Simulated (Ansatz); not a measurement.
Input of an Ansatz 0.2.0 run:

The input input.yaml:

```yaml
crystal:
  lattice:
    - [0.0, 3.039, 3.039]
    - [3.039, 0.0, 3.039]
    - [3.039, 3.039, 0.0]
  atoms:
    - { symbol: Hg, position: [0.0, 0.0, 0.0] }
    - { symbol: Se, position: [0.75, 0.75, 0.75] }
kpoints:
  mp_grid: { grid: [8, 8, 8] }
scf:
  occupations: { method: fermi_dirac, width: 0.05 }
hamiltonian:
  xc: pbe
  pseudopotentials: { kind: all_electron, lapw: { basis_error: 0.001 } }
output:
  forces: true
  stress: true
  eigenvalues: true
```

Potentials or basis: all-electron LAPW, scalar-relativistic.

Launch:

```sh
$ ansatz run input.yaml --threads 1 --pin off --max-ram 3072MiB --backend cpu --events-out ev --progress --plain --runs-dir out
```

(1) What does it give for the pressure?

(2) Predict the band gap on the k mesh.

Answers

(1) 4.7 GPa.

(2) none (metal or under the smearing width).
